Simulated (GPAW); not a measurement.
Set up this calculation in GPAW 26.7.0, as an ASE script.

```
Task                : relaxation of cell and atoms
Functional          : revPBE
Dispersion          : D4
Potentials or basis : the program's PAW data sets (release 1.2.1) made for this functional
Cutoff              : 800 eV
Basis               : pw
k mesh              : 7 × 7 × 4
Occupations         : fermi-dirac, width 0.05 eV
Spin                : no spin polarisation
Maxiter             : 150
Optimizer           : BFGS
Fmax                : 0.01 eV/Å
Max steps           : 60
```

The structure of GaN lies in GaN.cif:

```cif
data_GaN
_cell_length_a 3.18000000
_cell_length_b 3.18000000
_cell_length_c 5.16600000
_cell_angle_alpha 90.00000000
_cell_angle_beta 90.00000000
_cell_angle_gamma 120.00000000
_space_group_name_H-M_alt 'P6_3mc'
_space_group_name_Hall 'P 6c -2c'
_space_group_IT_number 186
loop_
_space_group_symop_operation_xyz
'x,y,z'
'x-y,x,z+1/2'
'-y,x-y,z'
'-x,-y,z+1/2'
'-x+y,-x,z'
'y,-x+y,z+1/2'
'y,x,z+1/2'
'x,x-y,z'
'x-y,-y,z+1/2'
'-y,-x,z'
'-x,-x+y,z+1/2'
'-x+y,y,z'
loop_
_atom_site_label
_atom_site_type_symbol
_atom_site_symmetry_multiplicity
_atom_site_Wyckoff_symbol
_atom_site_fract_x
_atom_site_fract_y
_atom_site_fract_z
_atom_site_occupancy
Ga1 Ga 2 b 0.6666666667 0.3333333333 0.5000000000 1
N1 N 2 b 0.6666666667 0.3333333333 0.8750000000 1
```

These files were run (other wordings do the same):

run.py

```python
from ase.calculators.mixing import SumCalculator
from ase.filters import FrechetCellFilter
from ase.io import read, write
from ase.optimize import BFGS
from dftd4.ase import DFTD4
from gpaw import GPAW, PW

atoms = read('GaN.cif')

calc = GPAW(mode=PW(800),
            xc='revPBE',
            kpts={'size': (7, 7, 4), 'gamma': True},
            occupations={'name': 'fermi-dirac', 'width': 0.05},
            nbands=18,
            convergence={'density': 1e-05, 'energy': 1e-05},
            maxiter=150,
            txt='gpaw.txt')
atoms.calc = SumCalculator([calc, DFTD4(method='revpbe')])
opt = BFGS(FrechetCellFilter(atoms), trajectory='relax.traj', logfile='-')
done = opt.run(fmax=0.01, steps=60)
calc.write('gs.gpw')
write('result.traj', atoms)
print('Converged:', done)
print('Cell:', atoms.cell.cellpar().round(4))
print('Volume:', round(atoms.get_volume(), 4))
print(atoms.get_scaled_positions().round(5))
```

Potentials or basis: the program's PAW data sets (release 1.2.1) made for this functional, pw.

Launch:

```sh
$ OMP_NUM_THREADS=1 python run.py
```

It gave:

The relaxed volume is 11.67 Å³/atom. The relaxed cell is a = 3.212 Å, b = 3.212 Å, c = 5.225 Å, α = 90.00°, β = 90.00°, γ = 120.00° and the space group after relaxing (to 0.05 Å) is P6_3mc (No. 186). The energy gained by relaxing is 9.1 meV/atom. The ionic steps are 6 and the pressure after relaxing is 0.0 GPa. The largest force after relaxing is 0.004 eV/Å and the band gap on the k mesh is 1.90 eV, direct. The dispersion energy per atom is -0.706 eV.

Caveat: the data sets keep Ga 3d, Li 1s and Be 1s frozen, and some such compounds lay over 1.5 % in volume off other programs; later steps reuse the first step's grids.

Run time: 4 min on 1 thread of Arm Neoverse V1, on a shared host, peak memory 0.33 GiB.
